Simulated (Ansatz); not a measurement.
Method: DFT PBE, scalar-relativistic, plane waves, PAW (Ansatz 0.2.0). All cells share a 420 eV cutoff and Γ-centred k meshes spaced at most about 0.3 Å⁻¹ (about 0.25 or finer for metals, 2π included). No spin polarisation.

Each guess is relaxed in cell and atoms at zero pressure, on a coarse mesh first where it starts far from rest and then on a converged one. The steps can't lower the symmetry of the start, but it can rise. Energies are static (0 K, no zero-point motion).

Two unrelaxed guesses for La:

A.

```
La
1.0
     5.38165    0.00000    0.00000
     0.00000    5.38165    0.00000
     0.00000    0.00000    2.47417
La
1
Direct
  0.50000 0.50000 0.00000
```

B.

```
La
1.0
     3.29372    0.00000    0.00000
     0.00000    3.53899    0.00000
     0.00000    0.00000    4.20737
La
2
Direct
  0.00000 0.00000 0.03030
  0.50000 0.50000 0.96970
```

Question: Do they relax into the same structure? If not, which is lower?

Answer: No. B ends lower, by 0.50 eV/atom. A: P4/mmm at 71.7 Å³/atom → Pm-3m (simple cubic type) at 36.6 Å³/atom; B: Pmmn at 24.5 Å³/atom → Fm-3m (fcc type) at 36.8 Å³/atom. Counting all near atoms (those within 1.25 times the shortest distance at each site), the end of A has La 6 and the end of B has La 12. End of A. Conventional cell: a = 3.319 Å. Around La lie 6 La at 3.32 Å. End of B. Conventional cell: a = 5.280 Å. Around La lie 12 La at 3.73 Å.

Cells without such a test can be saddle points. Shaken at random and relaxed again, the end of B came back. Neither end is the lowest form computed: that has space group P6_3/mmc (No. 194) and lies 4 meV/atom below the better end. Some structure types and database cells were kept out of the candidates from the start, so a known form may be missing.
